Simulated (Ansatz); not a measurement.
```
Si
1.0
     0.00000    2.71550    2.71550
     2.71550    0.00000    2.71550
     2.71550    2.71550    0.00000
Si
2
Direct
  0.00000 0.00000 0.00000
  0.25000 0.25000 0.25000
```

```json
{"orbitals": "PBE", "datasets": "hard PAW set made for 700 eV", "k mesh": "4×4×4", "empty bands": "258", "response cutoff": "200 eV", "wave cutoff": "700 eV", "frequencies": "contour deformation", "q → 0 term": "analytic weight of Carrier, Rohra and Görling", "band sums": "cut at the band count"}
```

Program: Ansatz. The Kohn-Sham gap (from Γ to k = (0, -0.5, -0.5)) is 0.69 eV.

(1) Estimate the linearised G0W0 gap between these edges.

## Answers

(1) 1.20 eV, a change of +0.50 eV. The valence edge moves by -0.58 eV (Z = 0.77) and the conduction edge by -0.08 eV (Z = 0.78).

The cell is a model at fixed atoms and needn't be the relaxed known crystal. Points k are given in fractions of the reciprocal vectors. The mesh is coarse, so these are values at the stated settings, not converged ones. Band sums or response are cut, so the gap isn't at its basis limit. The gap is read on the mesh, and the crystal's band edges can lie off it. So coarse a mesh can overscreen strongly, which shrinks the G0W0 correction.
